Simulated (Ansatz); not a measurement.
**PtSe₂: strain energy, fitted**

PtSe₂, P-3m1, a = 3.759 Å, c = 4.869 Å. Ansatz: PBEsol, PAW, 420 eV, Γ-centred 18×18×12 mesh on 3 atoms, Gaussian smearing 0.10 eV; no spin polarisation. Series: equal strain along all axes, cell held, atoms relaxed; x is the strain in per cent. y is the free energy over the unstrained cell, V0 = 19.863 Å³/atom.

| x (%) | y (meV/atom) |
| --- | --- |
| -3.0 | ? |
| -2.0 | 19.02 |
| -1.0 | 4.57 |
| 0.0 | 0.00 |
| 1.0 | 4.06 |
| 2.0 | 15.60 |
| 3.0 | 33.65 |

Question: Fit y = c2 x² + c3 x³ to the other rows, turn c2 into a modulus, and predict the missing energy.

Answer: Least squares on the rows shown. y = 4.3414 x² − 0.20289 x³. In eV per unit strain² c2 is 43.41; the stiffness is B for this strain (E = 9/2 B V0 ε², shape held): 2 × 43.41 × 160.2 / (9 × 19.863) = 78 GPa. At x = -3.0 the fit asked for gives 44.55 meV/atom. The run gave 44.79 meV/atom, so the fit is 0.24 meV/atom too low, 0.54 % of the span of the series, against an rms of 0.08 meV/atom on the fitted rows. The row lies outside the fitted range. With a term in x⁴ added, a fit to the same known rows predicts 45.20 meV/atom, which misses by about as much or more on the other side: the known rows don't fix the higher terms.

Spin–orbit coupling is left out, which can shift energies with elements as heavy as these.